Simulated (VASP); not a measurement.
# EuO (Fm-3m) in VASP: a series of runs

EuO is run at these levels: LDA, PBE+D4, RPBE; tasks: single point, relaxation of cell and atoms.

Program: VASP 6.6.1. These are calculated values, not measurements. Logs are shortened: lines on timing, memory, paths and dates and some standing lists are left out, and cuts for length are marked.

**Experimental background.**

A printed reference work, monograph reports, for a bulk crystal of EuO at 300 K: band gap 1.115 eV (optical).

The runs below are set against these values where they give the same quantity.

## 1. The cell of the first run

It takes space group Fm-3m (No. 225, cubic). Conventional cell: a = 4.903 Å, b = 4.903 Å, c = 4.903 Å, α = 90.00°, β = 90.00°, γ = 90.00°. Eu (site symmetry m-3m) has 6 O at 2.45 Å within 3.2 Å. O (site symmetry m-3m) has 6 Eu at 2.45 Å within 3.2 Å.

## 2. Single point, LDA, collinear spin, ferromagnetic start

File INCAR:

```
SYSTEM = EuO
PREC = Accurate ; ENCUT = 600
EDIFF = 1E-6 ; ISMEAR = -1
SIGMA = 0.1 ; LREAL = .False.
LASPH = .True. ; NELM = 200
ALGO = Normal ; ISIF = 2
LWAVE = .False. ; LCHARG = .False.
ISPIN = 2 ; MAGMOM = 9.1 0
LORBIT = 11 ; LMAXMIX = 6
GGA = CA ; NBANDS = 22
GGA_COMPAT = .False.
```

File KPOINTS:

```
Automatic mesh
0
Gamma
  8 8 8
  0 0 0
```

File POSCAR:

```
EuO
1.0
    3.4671654294      0.0000000000      0.0000000000
    1.7335827147      3.0026533410      0.0000000000
    1.7335827147      1.0008844470      2.8309287186
Eu O
1 1
Direct
    0.0000000000      0.0000000000      0.0000000000
    0.5000000000      0.5000000000      0.5000000000
```

Potentials or basis: VASP PAW PBE potentials, release 64 (Eu, O).

The run is started by

```bash
$ cat potpaw_PBE.64/Eu/POTCAR potpaw_PBE.64/O/POTCAR > POTCAR
$ mpirun -np 1 vasp_std > vasp.out
```

OUTCAR:

```text
SYSTEM = EuO
   PREC = Accurate
   ENCUT = 600
   EDIFF = 1E-6
   ISMEAR = -1
   LREAL = .False.
   LASPH = .True.
   NELM = 200
   ISIF = 2
   ISPIN = 2
   LORBIT = 11
   GGA = CA

 ion  position               nearest neighbor table
   1  0.000  0.000  0.000-   2 2.45   2 2.45   2 2.45   2 2.45   2 2.45   2 2.45
   2  0.500  0.500  0.500-   1 2.45   1 2.45   1 2.45   1 2.45   1 2.45   1 2.45

  LATTYP: Found a face centered cubic cell.
 ALAT       =     4.9033123733

  Lattice vectors:

 A1 = (   3.4671654294,   0.0000000000,   0.0000000000)
 A2 = (   1.7335827147,   3.0026533410,   0.0000000000)
 A3 = (   1.7335827147,   1.0008844470,   2.8309287186)

Analysis of symmetry for initial positions (statically):
=====================================================================
 Subroutine PRICEL returns:
 Original cell was already a primitive cell.

 Routine SETGRP: Setting up the symmetry group for a
 face centered cubic supercell.

 Subroutine GETGRP returns: Found 48 space group operations
 (whereof 48 operations were pure point group operations)
 out of a pool of 48 trial point group operations.

The static configuration has the point symmetry O_h .

Analysis of symmetry for dynamics (positions and initial velocities):
=====================================================================
 Subroutine PRICEL returns:
 Original cell was already a primitive cell.

 Routine SETGRP: Setting up the symmetry group for a
 face centered cubic supercell.

 Subroutine GETGRP returns: Found 48 space group operations
 (whereof 48 operations were pure point group operations)
 out of a pool of 48 trial point group operations.

The dynamic configuration has the point symmetry O_h .

Analysis of structural, dynamic, and magnetic symmetry:
=====================================================================
 Subroutine PRICEL returns:
 Original cell was already a primitive cell.

 Routine SETGRP: Setting up the symmetry group for a
 face centered cubic supercell.

 Subroutine GETGRP returns: Found 48 space group operations
 (whereof 48 operations were pure point group operations)
 out of a pool of 48 trial point group operations.

The overall configuration has the point symmetry O_h .

 Subroutine INISYM returns: Found 48 space group operations
 (whereof 48 operations are pure point group operations),
 and found     1 'primitive' translations

----------------------------------------------------------------------------------------

                                     Primitive cell

  volume of cell :      29.4719

  direct lattice vectors                    reciprocal lattice vectors
     3.467165429  0.000000000  0.000000000     0.288420042 -0.166519389 -0.117746989
     1.733582715  3.002653341  0.000000000     0.000000000  0.333038778 -0.117746989
     1.733582715  1.000884447  2.830928719     0.000000000  0.000000000  0.353240968

  length of vectors
     3.467165429  3.467165429  3.467165429     0.353240968  0.353240968  0.353240968

  position of ions in fractional coordinates (direct lattice)
     0.000000000  0.000000000  0.000000000
     0.500000000  0.500000000  0.500000000

  ion indices of the primitive-cell ions
   primitive index   ion index
                 1           1
                 2           2

----------------------------------------------------------------------------------------

 KPOINTS: Automatic mesh

Automatic generation of k-mesh.
 Grid dimensions read from file:
 generate k-points for:    8    8    8

 Generating k-lattice:

  Cartesian coordinates                     Fractional coordinates (reciprocal lattice)
     0.036052505 -0.020814924 -0.014718374     0.125000000 -0.000000000 -0.000000000
     0.000000000  0.041629847 -0.014718374     0.000000000  0.125000000  0.000000000
     0.000000000  0.000000000  0.044155121     0.000000000  0.000000000  0.125000000

  Length of vectors
     0.044155121  0.044155121  0.044155121

  Shift w.r.t. Gamma in fractional coordinates (k-lattice)
     0.000000000  0.000000000  0.000000000

 Subroutine IBZKPT returns following result:
 ===========================================

 Found     29 irreducible k-points:

 Following reciprocal coordinates:
            Coordinates               Weight
  0.000000  0.000000  0.000000      1.000000
  0.125000  0.000000  0.000000      8.000000
  0.250000  0.000000  0.000000      8.000000
  0.375000  0.000000 -0.000000      8.000000
  0.500000  0.000000  0.000000      4.000000
  0.125000  0.125000  0.000000      6.000000
[... 16 lines left out ...]
  0.500000  0.250000  0.125000     48.000000
 -0.375000  0.250000  0.125000     24.000000
 [... further k-points ...]
   k-points           NKPTS =     29   k-points in BZ     NKDIM =     29   number of bands    NBANDS=     22
   number of dos      NEDOS =    301   number of ions     NIONS =      2
   total plane-waves  NPLWV =  21952
   dimension x,y,z NGX =    28 NGY =   28 NGZ =   28
   dimension x,y,z NGXF=    56 NGYF=   56 NGZF=   56
   ions per type =               1   1
   NGX,Y,Z   is equivalent  to a cutoff of  13.43, 13.43, 13.43 a.u.
   NGXF,Y,Z  is equivalent  to a cutoff of  26.85, 26.85, 26.85 a.u.
 SYSTEM =  EuO
   PREC   = accura    normal or accurate (medium, high low for compatibility)
   ISTART =      0    job   : 0-new  1-cont  2-samecut
   ICHARG =      2    charge: 1-file 2-atom 10-const
   ISPIN  =      2    spin polarized calculation?
   LNONCOLLINEAR =      F non collinear calculations
   LSORBIT =      F    spin-orbit coupling
   LASPH  =      T    aspherical Exc in radial PAW
   ENCUT  =  600.0 eV  44.10 Ry    6.64 a.u.   6.92  6.92  6.92*2*pi/ulx,y,z
   NELM   =    200;   NELMIN=  2; NELMDL= -5     # of ELM steps
   EDIFF  = 0.1E-05   stopping-criterion for ELM
   LREAL  =      F    real-space projection
   EDIFFG = 0.1E-04   stopping-criterion for IOM
   NSW    =      0    number of steps for IOM
   IBRION =     -1    ionic relax: 0-MD 1-quasi-New 2-CG
   NFREE  =      0    steps in history (QN), initial steepest desc. (CG)
   ISIF   =      2    stress and relaxation
   ISYM   =      2    0-nonsym 1-usesym 2-fastsym
   POTIM  = 0.5000    time-step for ionic-motion
   TEBEG  =    0.0;   TEEND  =   0.0 temperature during run
   PSTRESS=    0.0 pullay stress
   NELECT =      23.0000    total number of electrons
   NUPDOWN=      -1.0000    fix difference up-down
   EMIN   =  10.00;   EMAX   =-10.00  energy-range for DOS
   EFERMI =   0.00;   METHOD = LEGACY
   ISMEAR =    -1;   SIGMA  =   0.10  broadening in eV -4-tet -1-fermi 0-gaus
   EFERMI_NEDOS =   21; number of points for ismear=-14 and -15
   IALGO  =     38    algorithm
   IMIX   =      4    mixing-type and parameters
     AMIX     =   0.40;   BMIX     =  1.00
     AMIX_MAG =   1.60;   BMIX_MAG =  1.00
  volume/ion in A,a.u.               =      14.74        99.44
  Fermi-wavevector in a.u.,A,eV,Ry     =   1.507236  2.848263 30.909170  2.271760
  Thomas-Fermi vector in A             =   2.617848
   LORBIT       =     11    0 simple, 1 ext, 2 COOP (PROOUT), +10 PAW based schemes
   GGA     = CA    functional components
   LHFCALC =     F    Hartree Fock is set to
   AEXX    =    0.0000 exact exchange contribution
   IVDW    =     0    specifies the selected vdW correction
   LEPSILON=     F    determine dielectric tensor
   LRPA    =     F    only Hartree local field effects (RPA)
 spin polarized calculation
  energy-cutoff  :      600.00
  volume of cell :       29.47
 maximum number of plane-waves:       995
   NGX = 13   NGY = 13   NGZ = 13

 number of electron      23.0000002 magnetization       6.7781847

 Free energy of the ion-electron system (eV)
  ---------------------------------------------------
  ext. energy  EPLUGINS =         0.00000000
  ---------------------------------------------------
  free energy    TOTEN  =       -23.26918985 eV

  energy without entropy =      -23.20009397  energy(sigma->0) =      -23.23464191

 E-fermi :   5.2754     XC(G=0): -12.1522

 val. band max:        5.2285332811   @ k =   0.1250   0.1250   0.0000
 cond. band min:       5.3191289909   @ k =   0.0000   0.0000   0.0000
 fundamental gap:      0.0905957098
 Fermi energy:         5.2754120600

 spin component 1

 k-point     1 :       0.0000    0.0000    0.0000
  band No.  band energies     occupation
      1     -35.9728      1.00000
      2     -14.2708      1.00000
      3     -14.2708      1.00000
      4     -14.2708      1.00000
      5     -13.6869      1.00000
      6       0.9379      1.00000
[... 14 lines left out ...]
     21       9.3620      0.00000
     22      15.0737      0.00000
[... 552 lines left out ...]
  band No.  band energies     occupation
      1     -35.7659      1.00000
      2     -16.5046      1.00000
      3     -14.8527      1.00000
      4     -14.5902      1.00000
      5     -11.9961      1.00000
      6      -0.7199      1.00000
[... 14 lines left out ...]
     21      15.5637      0.00000
     22      16.0570      0.00000

 [... further k-points ...]

 spin component 2

 k-point     1 :       0.0000    0.0000    0.0000
  band No.  band energies     occupation
      1     -33.2980      1.00000
      2     -13.6730      1.00000
      3     -12.1805      1.00000
      4     -12.1805      1.00000
      5     -12.1805      1.00000
      6       1.1305      1.00000
[... 14 lines left out ...]
     21      10.3641      0.00000
     22      16.3376      0.00000
[... 552 lines left out ...]
  band No.  band energies     occupation
      1     -33.0380      1.00000
      2     -15.4853      1.00000
      3     -12.8788      1.00000
      4     -12.5929      1.00000
      5     -11.0834      1.00000
      6      -0.4981      1.00000
[... 14 lines left out ...]
     21      16.7441      0.00000
     22      17.0852      0.00000

 [... further k-points ...]
[... 5 lines left out ...]
  --------------------------------------------------------------------------------------
  -------------------------------------------------------------------------------------
  Total        0.0139875      0.0139875      0.0139875      0.0000000      0.0000000     -0.0000000
  in kB        0.7603993      0.7603993      0.7603993      0.0000000      0.0000000     -0.0000000
  external PRESSURE =       0.7603993 kB  Pullay stress =       0.0000000 kB

 VOLUME and BASIS-vectors are now :
 -----------------------------------------------------------------------------
  energy-cutoff  :      600.00
  volume of cell :       29.47
      direct lattice vectors                 reciprocal lattice vectors
     3.467165429  0.000000000  0.000000000     0.288420042 -0.166519389 -0.117746989
     1.733582715  3.002653341  0.000000000     0.000000000  0.333038778 -0.117746989
     1.733582715  1.000884447  2.830928719     0.000000000  0.000000000  0.353240968

 POSITION                                       TOTAL-FORCE (eV/Angst)
 -----------------------------------------------------------------------------------
      0.00000      0.00000      0.00000         0.000000     -0.000000      0.000000
      3.46717      2.00177      1.41546        -0.000000      0.000000      0.000000
 -----------------------------------------------------------------------------------
    total drift:                                0.000000      0.000000      0.000000

  FREE ENERGIE OF THE ION-ELECTRON SYSTEM (eV)
  ---------------------------------------------------
  free  energy   TOTEN  =       -23.2691898511 eV

  energy  without entropy=      -23.2000939672  energy(sigma->0) =      -23.23464191

 total charge

# of ion       s       p       d       f       tot
--------------------------------------------------
    1        2.030   5.721   0.534   6.534  14.819
    2        1.542   3.420   0.000   0.000   4.962
--------------------------------------------------
tot          3.572   9.141   0.534   6.534  19.782

 magnetization (x)

# of ion       s       p       d       f       tot
--------------------------------------------------
    1       -0.007  -0.076   0.127   6.447   6.490
    2       -0.005  -0.069   0.000   0.000  -0.074
--------------------------------------------------
tot         -0.012  -0.145   0.127   6.447   6.416
```

It took 32 s on 1 thread of Intel Xeon 6975P-C (Granite Rapids), shared host; peak memory 0.19 GiB.

Results:

```yaml
Free_energy: -23.2692 eV
Pressure: 0.1 GPa
Net_moment: 6.78 μB per cell
Site_moments: Eu +6.49; O -0.07 μB
Valence_electrons_inside_the_program's_atomic_spheres: Eu 14.82; O 4.96
```

Caveat: the PAW data sets were made with another functional, which shifts forces and pressure a little; spin-orbit coupling is left out, which moves the levels of the heavy elements; a cell with one magnetic atom can't hold antiferromagnetic order, which such compounds often take; semilocal functionals describe open f shells poorly, which spoils levels, moments and volumes.

[end of part 1 of 3]
